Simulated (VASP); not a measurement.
# CoSn (P6/mmm) in VASP: phonons with LDA

Aim: the phonons of CoSn with LDA.

All numbers are computed with VASP 6.6.1; they aren't measurements. Logs are shortened: lines on timing, memory, paths and dates and some standing lists are left out, and cuts for length are marked.

### 1 Starting point

The structure is hexagonal, space group P6/mmm (No. 191). The conventional cell has a = 5.246 Å, b = 5.246 Å, c = 4.188 Å, α = 90.00°, β = 90.00°, γ = 120.00°. Co (site symmetry mmm) has 6 Sn at 2.58 to 2.62 Å and 4 Co at 2.62 Å as nearest neighbours. Around Sn (site symmetry -6m2) lie 6 Co at 2.58 Å. Around Sn (site symmetry 6/mmm) lie 6 Co at 2.62 Å.

The cell is a database's computed one.

### 2 Phonons, LDA

POSCAR

```
CoSn
1.0
    5.2460399300      0.0000000000      0.0000000000
   -2.6230199600      4.5432038500      0.0000000000
    0.0000000000      0.0000000000      4.1875903000
Co Sn
3 3
Direct
    0.0000000000      0.5000000000      0.0000000000
    0.5000000000      0.5000000000      0.0000000000
    0.5000000000      0.0000000000      0.0000000000
    0.6666666700      0.3333333300      0.5000000000
    0.3333333300      0.6666666700      0.5000000000
    0.0000000000      0.0000000000      0.0000000000
```

INCAR.step1

```
SYSTEM = CoSn
ALGO = Fast
EDIFF = 1E-8
EDIFFG = -0.002
ENCUT = 600
GGA = CA
IBRION = 2
ISIF = 3
ISMEAR = 0
LASPH = .TRUE.
LCHARG = .FALSE.
LREAL = .FALSE.
LWAVE = .FALSE.
NELM = 100
NSW = 40
PREC = Accurate
SIGMA = 0.1
```

INCAR.step2

```
SYSTEM = CoSn
ALGO = Fast
EDIFF = 1E-8
ENCUT = 600
GGA = CA
IBRION = 6
ISIF = 2
ISMEAR = 0
LASPH = .TRUE.
LCHARG = .FALSE.
LREAL = .FALSE.
LWAVE = .FALSE.
NELM = 100
NFREE = 2
NSW = 1
POTIM = 0.015
PREC = Accurate
SIGMA = 0.1
```

KPOINTS

```
k-points
0
G
  9 9 8
  0 0 0
```

Potentials or basis: VASP PAW LDA potentials, release 64 (Co, Sn_d).

Run with:

```
> cat potpaw_LDA.64/Co/POTCAR potpaw_LDA.64/Sn_d/POTCAR > POTCAR
> cp INCAR.step1 INCAR
> mpirun -np 1 vasp_std > vasp.out
> cp CONTCAR POSCAR
> cp INCAR.step2 INCAR
> mpirun -np 1 vasp_std > vasp.out
```

OUTCAR:

```text
SYSTEM = CoSn
   EDIFF = 1E-8
   ENCUT = 600
   GGA = CA
   IBRION = 6
   ISIF = 2
   ISMEAR = 0
   LASPH = .TRUE.
   LREAL = .FALSE.
   NELM = 100
   NFREE = 2
   NSW = 1
   POTIM = 0.015
   PREC = Accurate

 ion  position               nearest neighbor table
   1  0.000  0.500  0.000-   4 2.55   5 2.55   4 2.55   5 2.55   6 2.59   6 2.59   2 2.59   2 2.59
                             3 2.59   3 2.59
   2  0.500  0.500  0.000-   4 2.55   5 2.55   4 2.55   5 2.55   3 2.59   3 2.59   1 2.59   1 2.59
                             6 2.59   6 2.59
   3  0.500  0.000  0.000-   4 2.55   5 2.55   4 2.55   5 2.55   2 2.59   2 2.59   6 2.59   6 2.59
                             1 2.59   1 2.59
   4  0.667  0.333  0.500-   3 2.55   3 2.55   1 2.55   1 2.55   2 2.55   2 2.55   5 2.99   5 2.99
                             5 2.99   6 3.63   6 3.63   6 3.63   6 3.63   6 3.63   6 3.63
   5  0.333  0.667  0.500-   3 2.55   3 2.55   1 2.55   1 2.55   2 2.55   2 2.55   4 2.99   4 2.99
                             4 2.99   6 3.63   6 3.63   6 3.63   6 3.63   6 3.63   6 3.63
   6  0.000  0.000  0.000-   1 2.59   1 2.59   3 2.59   3 2.59   2 2.59   2 2.59   5 3.63   4 3.63
                             5 3.63   4 3.63   4 3.63   4 3.63   5 3.63   5 3.63   4 3.63   5 3.63

  LATTYP: Found a hexagonal cell.
 ALAT       =     5.1756353487
 C/A-ratio  =     0.7969108098

  Lattice vectors:

 A1 = (   5.1756353487,  -0.0000000001,   0.0000000000)
 A2 = (  -2.5878176695,   4.4822316940,   0.0000000000)
 A3 = (   0.0000000000,   0.0000000000,   4.1245197570)

Analysis of symmetry for initial positions (statically):
=====================================================================
 Subroutine PRICEL returns:
 Original cell was already a primitive cell.

 Routine SETGRP: Setting up the symmetry group for a
 hexagonal supercell.

 Subroutine GETGRP returns: Found 24 space group operations
 (whereof 24 operations were pure point group operations)
 out of a pool of 24 trial point group operations.

The static configuration has the point symmetry D_6h.

Analysis of symmetry for dynamics (positions and initial velocities):
=====================================================================
 Subroutine PRICEL returns:
 Original cell was already a primitive cell.

 Routine SETGRP: Setting up the symmetry group for a
 hexagonal supercell.

 Subroutine GETGRP returns: Found 24 space group operations
 (whereof 24 operations were pure point group operations)
 out of a pool of 24 trial point group operations.

The dynamic configuration has the point symmetry D_6h.

 Subroutine INISYM returns: Found 24 space group operations
 (whereof 24 operations are pure point group operations),
 and found     1 'primitive' translations

----------------------------------------------------------------------------------------

                                     Primitive cell

  volume of cell :      95.6822

  direct lattice vectors                    reciprocal lattice vectors
     5.175635349 -0.000000000  0.000000000     0.193212994  0.111551574  0.000000000
    -2.587817669  4.482231694  0.000000000     0.000000000  0.223103148  0.000000000
     0.000000000  0.000000000  4.124519757     0.000000000  0.000000000  0.242452469

  length of vectors
     5.175635349  5.175635347  4.124519757     0.223103148  0.223103148  0.242452469

  position of ions in fractional coordinates (direct lattice)
     0.000000000  0.500000000  0.000000000
     0.500000000  0.500000000  0.000000000
     0.500000000  0.000000000  0.000000000
     0.666666670  0.333333330  0.500000000
     0.333333330  0.666666670  0.500000000
     0.000000000  0.000000000  0.000000000

  ion indices of the primitive-cell ions
   primitive index   ion index
                 1           1
                 2           2
                 3           3
[... 104 lines left out ...]
   LEPSILON=     F    determine dielectric tensor
   LRPA    =     F    only Hartree local field effects (RPA)
 finite differences with symmetry
 non-spin polarized calculation
 RMM-DIIS sequential band-by-band and
 Gauss-broadening in eV      SIGMA  =   0.10
  energy-cutoff  :      600.00
  volume of cell :       95.68
 maximum number of plane-waves:      3218
 NGX is ok and might be reduce to    42
   NGX = 21   NGY = 21   NGZ = 17

--------------------------------------- Ionic step        1  -------------------------------------------

 number of electron      69.0000003 magnetization

 Free energy of the ion-electron system (eV)
  ---------------------------------------------------
  ext. energy  EPLUGINS =         0.00000000
  ---------------------------------------------------
  free energy    TOTEN  =       -39.13976245 eV

  energy without entropy =      -39.12812887  energy(sigma->0) =      -39.13394566

------------------------ aborting loop because EDIFF is reached ----------------------------------------

  FORCE on cell =-STRESS in cart. coord.  units (eV):
  Direction    XX          YY          ZZ          XY          YZ          ZX
  --------------------------------------------------------------------------------------
  -------------------------------------------------------------------------------------
  Total       -0.0021800     -0.0021800     -0.0050051     -0.0000000      0.0000000     -0.0000000
  in kB       -0.0365042     -0.0365042     -0.0838089     -0.0000000      0.0000000     -0.0000000
  external PRESSURE =      -0.0522724 kB  Pullay stress =       0.0000000 kB
[... 101 lines left out ...]
  FREE ENERGIE OF THE ION-ELECTRON SYSTEM (eV)
  ---------------------------------------------------
  free  energy   TOTEN  =       -39.1386171633 eV

  energy  without entropy=      -39.1269823080  energy(sigma->0) =      -39.13279974

[... ionic steps 4 to 10 ...]

--------------------------------------- Ionic step       11  -------------------------------------------

 number of electron      69.0000001 magnetization

------------------------ aborting loop because EDIFF is reached ----------------------------------------
[... 75 lines left out ...]
--------------------------------------- Ionic step       13  -------------------------------------------

 number of electron      69.0000003 magnetization

 Free energy of the ion-electron system (eV)
  ---------------------------------------------------
  ext. energy  EPLUGINS =         0.00000000
  ---------------------------------------------------
  free energy    TOTEN  =       -39.13929436 eV

  energy without entropy =      -39.12765498  energy(sigma->0) =      -39.13347467

 E-fermi :  10.4695     XC(G=0): -12.3633

 val. band max:       10.4681647817   @ k =   0.3333   0.0000   0.1250
 cond. band min:      10.4988383413   @ k =   0.0000   0.0000   0.3750
 fundamental gap:      0.0306735596
 Fermi energy:        10.4694683195

 k-point     1 :       0.0000    0.0000    0.0000
  band No.  band energies     occupation
      1     -10.9232      2.00000
      2     -10.8262      2.00000
      3     -10.8262      2.00000
      4     -10.8074      2.00000
      5     -10.8074      2.00000
      6     -10.7467      2.00000
[... 1045 lines left out ...]
     40      15.3334      0.00000
     41      15.3373      0.00000

 [... further k-points ...]

------------------------ aborting loop because EDIFF is reached ----------------------------------------

  FORCE on cell =-STRESS in cart. coord.  units (eV):
  Direction    XX          YY          ZZ          XY          YZ          ZX
  --------------------------------------------------------------------------------------
  -------------------------------------------------------------------------------------
  Total       -0.0102552     -0.0102552     -0.0135991     -0.0000000      0.0000000     -0.0000000
  in kB       -0.1717210     -0.1717210     -0.2277145     -0.0000000      0.0000000     -0.0000000
  external PRESSURE =      -0.1903855 kB  Pullay stress =       0.0000000 kB
[... 21 lines left out ...]
  FREE ENERGIE OF THE ION-ELECTRON SYSTEM (eV)
  ---------------------------------------------------
  free  energy   TOTEN  =       -39.1392943634 eV

  energy  without entropy=      -39.1276549751  energy(sigma->0) =      -39.13347467

 INTERNAL STRAIN TENSORS FROM DISPLACED ATOMS
 ============================================

 INTERNAL STRAIN TENSOR FOR ION    1 for displacements in x,y,z  (eV/Angst):
          X           Y           Z          XY          YZ          ZX
  --------------------------------------------------------------------------------
  x     0.00000     0.00000     0.00000     0.00000     0.00000     0.00000
  y     0.00000     0.00000     0.00000     0.00000     0.00000     0.00000
  z     0.00000     0.00000     0.00000     0.00000     0.00000     0.00000

 INTERNAL STRAIN TENSOR FOR ION    6 for displacements in x,y,z  (eV/Angst):
          X           Y           Z          XY          YZ          ZX
  --------------------------------------------------------------------------------
  x     0.00000     0.00000     0.00000     0.00000     0.00000     0.00000
  y     0.00000     0.00000     0.00000     0.00000     0.00000     0.00000
  z     0.00000     0.00000     0.00000     0.00000     0.00000     0.00000

 Eigenvectors and eigenvalues of the dynamical matrix
 ----------------------------------------------------

   1 f  =    8.521512 THz    53.542237 2PiTHz  284.247031 cm-1    35.242124 meV
             X         Y         Z           dx          dy          dz
     -1.293909  2.241116  0.000000    -0.000000   -0.000000    0.436767
      1.293909  2.241116  0.000000    -0.000000    0.000000    0.436767
      2.587818 -0.000000  0.000000     0.000000   -0.000000    0.436767
      2.587818  1.494077  2.062260     0.000000    0.000000   -0.462439
     -0.000000  2.988154  2.062260     0.000000    0.000000   -0.462439
      0.000000  0.000000  0.000000    -0.000000   -0.000000    0.001966
[... 145 lines left out ...]
  18 f/i=    0.004440 THz     0.027899 2PiTHz    0.148113 cm-1     0.018364 meV
             X         Y         Z           dx          dy          dz
     -1.293909  2.241116  0.000000    -0.264485   -0.202023    0.000000
      1.293909  2.241116  0.000000    -0.264592   -0.202163    0.000000
      2.587818 -0.000000  0.000000    -0.264660   -0.202001    0.000000
      2.587818  1.494077  2.062260    -0.374658   -0.286132    0.000000
     -0.000000  2.988154  2.062260    -0.374658   -0.286132    0.000000
      0.000000  0.000000  0.000000    -0.375320   -0.286637    0.000000

 ELASTIC MODULI CONTR FROM IONIC RELAXATION (kBar)
 Direction    XX          YY          ZZ          XY          YZ          ZX
 --------------------------------------------------------------------------------
 XX        -108.8935    108.8935     -0.0000     -0.0000     -0.0000     -0.0000
 YY         108.8935   -108.8935      0.0000     -0.0000      0.0000      0.0000
 ZZ          -0.0000      0.0000     -0.0000     -0.0000      0.0000      0.0000
 XY          -0.0000     -0.0000     -0.0000   -108.8935      0.0000      0.0000
 YZ          -0.0000      0.0000      0.0000      0.0000     -0.0000     -0.0000
 ZX          -0.0000      0.0000      0.0000      0.0000     -0.0000     -0.0000
 --------------------------------------------------------------------------------
```

Wall time 2.6 h (1 thread of Intel Xeon Platinum 8488C (Sapphire Rapids), shared host); peak memory 1.2 GiB.

What came out:

```yaml
Relaxed_volume: 15.95 Å³/atom
Relaxed_cell: a = 5.176 Å, b = 5.176 Å, c = 4.125 Å, α = 90.00°, β = 90.00°, γ = 120.00°
Space_group_after_relaxing_to_0.05_Å: P6/mmm (No. 191)
Highest_phonon_frequency_at_Γ_LO-TO_splitting_left_out: 284 cm⁻¹
```

Step by step:
```csv
step,energy change (eV),largest force (eV/Å),pressure (GPa),volume (Å³)
1,0.0000,0.0000,-6.01,99.81
2,0.0406,0.0000,8.81,91.06
3,-0.0807,0.0000,-0.07,95.73
4,-0.0807,0.0000,0.06,95.65
5,-0.0807,0.0000,-0.07,95.72
6,-0.0807,0.0000,-0.04,95.70
7,-0.0807,0.0000,-0.03,95.70
8,-0.0807,0.0000,-0.03,95.70
9,-0.0807,0.0000,0.02,95.67
10,-0.0807,0.0000,0.00,95.68
```

Final structure:
```xyz
6
Lattice="5.1756 0.0000 0.0000 -2.5878 4.4822 0.0000 0.0000 0.0000 4.1245" Properties=species:S:1:pos:R:3 pbc="T T T"
Co   -1.2939    2.2411    0.0000
Co    1.2939    2.2411    0.0000
Co    2.5878    0.0000    0.0000
Sn    2.5878    1.4941    2.0623
Sn    0.0000    2.9882    2.0623
Sn    0.0000    0.0000    0.0000
```

Phonon frequencies in cm⁻¹ (negative: imaginary):
```tsv
q point	frequencies
(0.000, 0.000, 0.000)	0 0 0 68 110 110 111 177 177 178 178 192 194 194 257 257 274 284
```

Spin polarisation is off, so any magnetic state and its effect on volume and gap are missing.
